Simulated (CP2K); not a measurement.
Runs of CP2K 2026.2 on TiAl3. The structure is tetragonal, space group I4/mmm (No. 139). The conventional cell has a = 3.822 Å, b = 3.822 Å, c = 8.561 Å, α = 90.00°, β = 90.00°, γ = 90.00°. Ti (site symmetry 4/mmm) is surrounded by 12 Al at 2.70 to 2.87 Å. Al (site symmetry -4m2) has 8 Al at 2.70 to 2.87 Å and 4 Ti at 2.87 Å as nearest neighbours. Al (site symmetry 4/mmm) has 4 Ti at 2.70 Å and 8 Al at 2.87 Å as nearest neighbours. The cell comes from a database or a generator and needn't be the stable form of this composition.

```tsv
task	level	potentials or basis	cell	k points reduced by the point group	NGRIDS	points a segment of the path (NPOINTS)	bands added on the path	EXTRAPOLATION	gap on the mesh (eV)	pressure (GPa)
band structure	RPBE	POTENTIAL_UZH Ti GTH-PBE-q12, Al GTH-PBE-q3; TZVP-MOLOPT-PBE-GTH basis	as given	yes	5	8	4	-	none	2.8
band structure	PBEsol	POTENTIAL_UZH Ti GTH-PBE-q12, Al GTH-PBE-q3; TZVP-MOLOPT-PBE-GTH basis	as given	yes	4	6	4	-	none	0.9
relaxation of cell and atoms	PBE+D4	POTENTIAL_UZH Ti GTH-PBE-q12, Al GTH-PBE-q3; TZVP-MOLOPT-PBE-GTH basis	relaxed	-	5	-	-	USE_PREV_P	none	0.0
band structure	LDA	GTH_POTENTIALS Ti GTH-PADE-q12, Al GTH-PADE-q3; TZVP-MOLOPT-PBE-GTH basis	as given	yes	5	6	2	-	none	(a)
band structure	revPBE	POTENTIAL_UZH Ti GTH-PBE-q12, Al GTH-PBE-q3; TZVP-MOLOPT-PBE-GTH basis	as given	yes	5	8	4	-	none	2.6
```

Alike in all rows: no spin polarisation; k mesh 7 × 7 × 7; smearing fermi-dirac 0.05 eV.

**Question.** Fill in the values left out.

**Answer.** (a) -4.1.

Caveats: the basis of atomic orbitals isn't converged, which shifts pressures, moduli and gaps; the potentials were made for another functional, which shifts forces and pressure (some runs); pairwise dispersion overbinds metals, which lowers pressure and volume (some runs).

A gap of «none» marks a metal or a gap under the smearing width.
